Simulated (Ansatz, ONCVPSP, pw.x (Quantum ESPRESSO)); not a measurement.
# germanium: one change to the ONCV potential, in the atom and in the bcc crystal

| Property | Result |
| --- | --- |
| Element | Ge |
| Generator | ONCVPSP 4.0.1.1 (patched build) |
| Type | optimised norm-conserving Vanderbilt (ONCV) |
| Functional | PBE |
| Relativity | scalar-relativistic |
| Frozen core | [Ar] 3d10 |
| Valence charge | 4 |
| Reference configuration | 4s1.5 4p2.5 |
| Partial waves | 4s: rc 1.75 bohr, ncon 4, nbas 7, qcut 4.2 1/bohr, 2 projectors, debl 3.5 Ha; 4p: rc 1.95 bohr, ncon 3, nbas 7, qcut 4.7 1/bohr, 2 projectors, debl 3.6 Ha |
| Local potential | polynomial inside 1.35 bohr (lpopt 1, dvloc0 0 Ha) |
| Core correction | polynomial model core, fcfact 0.75 |

Change: all radii but the core radius scaled by about 1.16 (s 2.04, p 2.26 bohr); local potential polynomial inside 1.58 bohr (lpopt 1, dvloc0 0 Ha).

Cutoffs, loose and tight: the cutoffs (Ha) at which the residual kinetic energy of the hardest occupied pseudo-wave falls to 1 and 0.1 mHa per electron. They do not see the model core or the augmentation charge, which bear on the density cutoff. Test errors are all-electron minus pseudo excitation energies from the reference, over the configurations 4s2 4p2; 4s2 4p1; 4s2 4p0; 4s1 4p0; variants that change the core or the reference have their own tests.

Crystal test: bcc Ge in pw.x 7.5, no spin, 14³ k-points, Fermi–Dirac smearing 0.01 Ry, cutoffs set for each file from its atomic test. The reference is all-electron LAPW (Ansatz 0.2.0) with the same functional, mesh and smearing; V0 and B0 come from Birch–Murnaghan fits to the pressures at five volumes. Errors are pseudo minus all-electron; Δ is the rms difference of the E(V) curves that follow from these fits, minima aligned, over ±6 % about the mean V0. Mesh and smearing are coarse, so the numbers serve the comparison and aren't converged zero-temperature values; the lattice is a test structure that the element need not adopt.

All-electron: a0 = 3.377 Å (V0 = 19.26 Å³/atom), B0 = 64.5 GPa.

Does the change bring the crystal closer to the all-electron result?

The mean pressure error goes from -13.38 to -11.52 GPa, so the change moves the solid closer to the all-electron pressures. Neither pressure curve crosses zero within the volumes sampled, so no fits are given.

```
                       quantity       base    changed
                 outcome (atom)  generated  generated
           cutoff, loose (atom)     8.8 Ha     7.5 Ha
           cutoff, tight (atom)      29 Ha      15 Ha
            bound ghosts (atom)       none       none
largest test error (meV) (atom)       -210       -230
           cutoffs in pw.x (Ry)     70/280     50/200
      mean pressure error (GPa)     -13.38     -11.52
```

Base: This is a poor potential for the solid. Changed file: This is a poor potential for the solid.
